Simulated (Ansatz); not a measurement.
# W (Im-3m) in Ansatz: notebook, part 2 of 2

Ansatz 0.2.0.

### 5 Single point, PBE

The input, input.yaml:

```yaml
crystal:
  lattice:
    - [-1.582345, 1.582345, 1.582345]
    - [1.582345, -1.582345, 1.582345]
    - [1.582345, 1.582345, -1.582345]
  atoms:
    - { symbol: W, position: [0.0, 0.0, 0.0] }
kpoints:
  mp_grid: { grid: [12, 12, 12] }
scf:
  occupations: { method: gaussian, width: 0.016 }
hamiltonian:
  xc: pbe
  pseudopotentials: { kind: all_electron, lapw: { basis_error: 0.001 } }
output:
  forces: true
  stress: true
  eigenvalues: true
```

Potentials or basis: all-electron LAPW, scalar-relativistic.

On the command line:

```
$ ansatz run input.yaml --threads 1 --pin off --max-ram 3072MiB --backend cpu --events-out ev --progress --plain --runs-dir out
```

Output:

```text
Warning: RAYON_NUM_THREADS=1 ignored (pool sized by the plan → 1); use --threads N
LAPW: plane waves up to 8.665 Å⁻¹, error target 1.0e-3 eV per atom; small_component_spin mean_spin; W in spheres of 1.370 Å, 44 of its electrons in bands, Dirac shells [] (how accurate: hamiltonian.pseudopotentials.lapw.basis_error, Limitations)
Engine: ansatz 0.2.0, aarch64-unknown-linux-gnu
Pseudopotentials: kind: all_electron
Pseudopotential: W, LAPW, valence charge 44, lapw/all_electron/scalar/gaussian/W, Koelling and Harmon's equation, gaussian nucleus
Functional definition: PBE
  parameter kappa = 0.804
  parameter beta = 0.06672455060314922
  exchange = pbe_x(kappa = kappa, mu = beta*pi^2/3)
  correlation = pbe_c(beta = beta)
Crystal: 1 atoms, lattice volume = 15.848 Å³
Basis set: ecut = 286.0800342480645 eV, 177 PW (Γ), exchange–correlation at level 2
Bands: 27, of which v1, the nominal top of the filled ones, is band 22 counted from 1 (21 counted from 0)
Symmetry: 48 space group operations
Space group: Im-3m (ITA 229), of the structure as read, at distance tolerance 2.5e-5 Å
k-points: 72 of 1728
Non-local potential: W, projectors of the file, none
Initial density: superposition of atomic densities (chi_scale 0.1, normalization cell)
Initial wavefunctions: plane waves of lowest kinetic energy (no species holds an atomic orbital)
Functional: x = pbe(κ = 0.804, μ = 0.2195149727645171), c = pbe(β = 0.06672455060314922)
iter 1 solved again at ethr=2.41e-4 eV; its pass at ethr=1.00e-1 eV (dr2=1.06e-1 eV) is discarded
SCF iter   1: F=—  HF=-439202.410929 eV  |F-HF|=—  |Δ(HF+E_count)|=         —  Δρ=3.60e-2  dr2=1.06e-1  ethr=2.41e-4  ⟨swp⟩=2.9  Hψ=11974  notcnv=0
preconditioner: auto → none  [insulator: Δε(μ)=0.116 eV  Ē_g=31.473 eV  σ=0.016 eV  W_gap=0.50  n_scr=12 (ndim 8)  ℏωp=47.6 eV  f_vac=0.000  D(μ)=0.99/eV (n_scr^D=12)  ε∞_Penn≈3.3]
SCF iter   2: F=—  HF=-439202.227144 eV  |F-HF|=—  |Δ(HF+E_count)|=   1.84e-1  Δρ=1.25e-2  dr2=1.07e-2  ethr=2.41e-4  ⟨swp⟩=2.1  Hψ=6053  notcnv=0
SCF iter   3: F=—  HF=-439202.216218 eV  |F-HF|=—  |Δ(HF+E_count)|=   1.09e-2  Δρ=5.48e-3  dr2=2.00e-3  ethr=2.44e-5  ⟨swp⟩=2.0  Hψ=5739  notcnv=0
iter 4 solved again at ethr=3.54e-7 eV; its pass at ethr=4.54e-6 eV (dr2=1.56e-4 eV) is discarded
SCF iter   4: F=—  HF=-439202.213995 eV  |F-HF|=—  |Δ(HF+E_count)|=         —  Δρ=1.57e-3  dr2=1.56e-4  ethr=3.54e-7  ⟨swp⟩=2.0  Hψ=9677  notcnv=0
the basis was enlarged: its passes take 871.6 KiB over the memory plan, 1 of 1 planned eigensolver slots
SCF iter   5: F=—  HF=-439202.214053 eV  |F-HF|=—  |Δ(HF+E_count)|=   5.76e-5  Δρ=2.34e-4  dr2=5.18e-6  ethr=3.54e-7  ⟨swp⟩=2.0  Hψ=5689  notcnv=0
SCF iter   6: F=—  HF=-439202.214051 eV  |F-HF|=—  |Δ(HF+E_count)|=   2.06e-6  Δρ=1.78e-5  dr2=3.36e-8  ethr=1.18e-8  ⟨swp⟩=2.0  Hψ=5689  notcnv=0
SCF iter   7: F=-439202.214051 eV  HF=-439202.214051 eV  |F-HF|=7.57e-10  |Δ(HF+E_count)|=   3.56e-8  Δρ=2.93e-6  dr2=9.94e-10  ethr=7.65e-11  ⟨swp⟩=2.2  Hψ=5701  notcnv=0
SCF 1 converged in 7 iterations: F = -439202.214051 eV  dr2 = 9.94e-10
SCF converged after 7 iterations
Free energy (F): -439202.214051 eV
Harris-Foulkes:  -439202.214051 eV  (|F-HF|=7.57e-10)
Internal energy: -439202.213813 eV  (E = F + TS)
E sigma→0 (E₀):  -439202.213932 eV
Entropy (-TS):   -0.000238 eV (-0.238 meV/atom)
Fermi energy:    29.048662 eV
--- Per-component energies (eV) ---
  E_band       = -4349.943124
  E_kinetic    = 491885.684888
  E_xc         = -8833.530324
  E_electrostatic = -922254.368377  (all electrons and nuclei)
  E_smearing   = -0.000238  (= −TS)
  E_closure    = 0.000000  (closes the sum)
  E_atoms      = -439190.788623  (free atoms, spherical and without spin; not in F)
  Σ components = -439202.214051   (vs F -439202.214051, Δ=0.00e0)
  Basis errors (estimates in eV, not in F): energy 2.6e-4 per atom: plane waves 2.2e-4 (1.1e-4 summed), levels above the bands 0.0e0, relativity 6.8e-8, radial functions 4.5e-5, core shells 2.5e-8; eigenvalues (radial functions only) 2.8e-6; not estimated: angular momenta, meshes, grids; target (lapw.basis_error) 1.0e-3; muffin-tin radii W 1.370 Å
--- Forces (eV/Å), atoms counted from 1 ---
  atom   1  W     -0.00000000    -0.00000000     0.00000000
  max |Σ_I F_I| component: 1.56e-31 eV/Å
--- Stress (GPa, compression-positive) ---
        6.114208       0.000000      -0.000000
        0.000000       6.114208      -0.000000
       -0.000000      -0.000000       6.114208
  P = ⅓ Tr σ = 6.1142 GPa (61.142 kbar)
--- Band table (eV; the first three rows and the last of 72) ---
  k-point 0: bands = ["-388.8733", "-388.8733", "-388.8733", "-203.9557", "-203.9557", "-203.9144", "-203.9144", "-203.9144", "-44.9640", "-8.5649", "-8.5649", "-8.5649", "0.8786", "0.8786", "0.8786", "0.8986", "0.8986", "0.8986", "0.9748", "19.5315", "27.9181", "27.9181", "27.9181", "31.4100", "31.4100", "43.6567", "43.6567"]
  k-point 1: bands = ["-388.8733", "-388.8733", "-388.8733", "-203.9557", "-203.9557", "-203.9144", "-203.9144", "-203.9144", "-44.9550", "-8.6582", "-8.5939", "-8.5654", "0.8795", "0.8806", "0.8810", "0.8963", "0.8978", "0.8980", "0.9718", "19.8654", "27.7183", "27.8675", "28.2435", "31.1093", "31.4148", "43.9308", "44.2176"]
  k-point 2: bands = ["-388.8733", "-388.8733", "-388.8733", "-203.9557", "-203.9557", "-203.9144", "-203.9144", "-203.9143", "-44.9305", "-8.9075", "-8.6727", "-8.5667", "0.8814", "0.8863", "0.8864", "0.8916", "0.8953", "0.8972", "0.9640", "20.7779", "27.2154", "27.6175", "29.1947", "30.7130", "31.4609", "44.3918", "45.7952"]
  k-point 71: bands = ["-388.8733", "-388.8733", "-388.8733", "-203.9557", "-203.9557", "-203.9143", "-203.9143", "-203.9143", "-44.7287", "-9.4698", "-9.4698", "-9.4698", "0.8737", "0.8737", "0.8737", "0.8897", "0.9274", "0.9274", "0.9274", "23.3226", "23.3226", "34.3152", "34.3152", "34.3152", "37.4070", "37.4070", "37.4070"]
```

Run time: 9 s. Hardware: 1 thread of Arm Neoverse V1, shared host; peak memory 0.29 GiB.

Results:

```
Free energy            : -439202.2141 eV
Pressure               : 6.1 GPa
Band gap on the k mesh : none (metal or under the smearing width)
```

### 6 Single point, PBE

Edit input.yaml of step 5 so:

```diff
@@ -10,3 +10,3 @@
 scf:
-  occupations: { method: gaussian, width: 0.016 }
+  occupations: { method: gaussian, width: 0.012 }
 hamiltonian:
```

Potentials or basis: all-electron LAPW, scalar-relativistic.

On the command line:

```
$ ansatz run input.yaml --threads 1 --pin off --max-ram 3072MiB --backend cpu --events-out ev --progress --plain --runs-dir out
```

It took 8.9 s on 1 thread of Arm Neoverse V1, shared host; peak memory 0.29 GiB.

It converged, with:

- Free energy: -439202.2140 eV
- Pressure: 6.1 GPa
- Band gap on the k mesh: none (metal or under the smearing width)

Levels at points of the mesh, in eV from the Fermi level:
| k point | band 18 | band 19 | band 20 | band 21 | band 22 | band 23 | band 24 | band 25 | band 26 | band 27 |
| --- | --- | --- | --- | --- | --- | --- | --- | --- | --- | --- |
| (0.00, 0.00, 0.00) | -28.15 | -28.07 | -9.51 | -1.13 | -1.13 | -1.13 | 2.36 | 2.36 | 14.61 | 14.61 |
| (0.00, 0.00, -0.50) | -28.13 | -28.10 | -6.16 | -3.46 | 0.81 | 2.26 | 3.24 | 6.26 | 11.20 | 11.58 |
| (-0.50, -0.50, -0.50) | -28.12 | -28.12 | -5.72 | -5.72 | 5.27 | 5.27 | 5.27 | 8.36 | 8.36 | 8.36 |

### 7 Summary

```tsv
task	level	cell	k mesh	cutoff (eV)	smearing	basis error allowed	mesh quality	gap on the mesh (eV)	pressure (GPa)
relaxation of cell and atoms	PBE+D4	relaxed	12 × 12 × 12	-	fermi-dirac 0.05 eV	0.001 eV/atom	not flagged	-	0.0
single point	PBE	as given	5 × 5 × 5	242	fermi-dirac 0.02 eV	0.004 eV/atom	coarse	none	5.6
single point	PBE	as given	12 × 12 × 12	286	gaussian 0.019 eV	0.001 eV/atom	not flagged	none	6.1
single point	PBE	as given	12 × 12 × 12	286	gaussian 0.016 eV	0.001 eV/atom	not flagged	none	6.1
single point	PBE	as given	12 × 12 × 12	286	gaussian 0.012 eV	0.001 eV/atom	not flagged	none	6.1
```

Alike in all rows: potentials or basis all-electron LAPW, scalar-relativistic; no spin polarisation.

Caveats: some runs use coarse meshes; the k mesh is thin for a metal, which can move the energy by tens of meV per atom (some runs).

Compare energies only between runs with the same functional and basis.
